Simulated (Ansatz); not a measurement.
Runs of Ansatz 0.2.0 on MnS. The structure is hexagonal, space group P6_3mc (No. 186). Conventional cell: a = 3.954 Å, b = 3.954 Å, c = 6.343 Å, α = 90.00°, β = 90.00°, γ = 120.00°. Mn (site symmetry 3m) is surrounded by 4 S at 2.36 to 2.42 Å. S (site symmetry 3m) has 4 Mn at 2.36 to 2.42 Å as nearest neighbours. The cell is a database's computed one.

```tsv
task	level	spin	k mesh	cutoff (eV)	smearing	screening (1/Å)	share of exact exchange	points for each segment of the path	mesh quality	gap on the mesh (eV)	moment (μB)	largest force (eV/Å)
single point	HSE06 form with a typed share of exact exchange	collinear, ferromagnetic start	4 × 4 × 2	420	fermi-dirac 0.05 eV	0.6	0.25	-	coarse	1.23	10.00	0.33
single point	HSE06 form with a typed share of exact exchange	collinear, ferromagnetic start	4 × 4 × 2	420	fermi-dirac 0.05 eV	0.2	0.25	-	coarse	(a)	10.00	(b)
single point	HSE06 form with a typed share of exact exchange	collinear, ferromagnetic start	4 × 4 × 2	420	fermi-dirac 0.05 eV	0.3	0.25	-	coarse	1.76	10.00	0.33
band structure	r2SCANh	collinear, ferromagnetic start	4 × 4 × 2	500	fermi-dirac 0.05 eV	-	-	4	coarse	1.76	10.00	0.32
Born charges and dielectric tensor	BLYP	collinear, random start	8 × 8 × 4	420	gaussian 0.05 eV	-	-	-	not flagged	0.67	0.00	-
```

Alike in all rows: potentials or basis Ansatz PAW; cell as given.

Problem. Fill in the values left out.

Solution. (a) 2.03; (b) 0.34.

Caveats: some runs use coarse meshes; the PAW data sets come from PBE, with cores solved anew for the run's functional, which leaves a small shift of forces and pressure; the magnetic or orbital state may not be the lowest (some runs); the potentials were made for another functional, which shifts forces and pressure (some runs); the gap is small at this level, which inflates the dielectric constant (some runs).

A k mesh can miss the band edges.

Not every run made on this cell is shown here.
